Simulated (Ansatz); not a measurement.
**Ti3Al (Fm-3m) under several functionals**

Plane-wave DFT in Ansatz with scalar-relativistic PAW potentials. The same structure was relaxed (cell and atoms, symmetry kept) in separate runs at each level. Whether it is the stable form of this composition wasn't checked. Spin is collinear.

Task: How do the levels PBE, PBEsol, r2SCAN compare?

Result:
| level | cutoff (eV) | k mesh | V (Å³/atom) | a (Å) | B0 (GPa) | largest moment (μB) |
| --- | --- | --- | --- | --- | --- | --- |
| PBEsol | 420 | 12×12×12 | 16.254 | 6.383 | 116 | 0.87 |
| r2SCAN | 500 | 12×12×12 | 16.855 | 6.461 | 114 | 1.36 |
| PBE | 420 | 12×12×12 | 16.859 | 6.461 | 108 | 1.03 |

The usual order of volumes, PBEsol < PBE, holds here (16.254, 16.859 Å³/atom). As a rule PBEsol, built on the gradient expansion of slowly varying densities, lies between LDA and PBE; PBE's stronger gradient term for exchange weakens bonds. r2SCAN lies 0.0 % under PBE in volume. B0 goes from 115.6 to 108.1 GPa as the volume grows by 3.7 %; on one curve with B' = 3.8 the volume alone, B ∝ V^(−B'), would give 100.6 GPa, and the rest of the difference is the functional's own stiffness.

The state reached may not be the lowest one.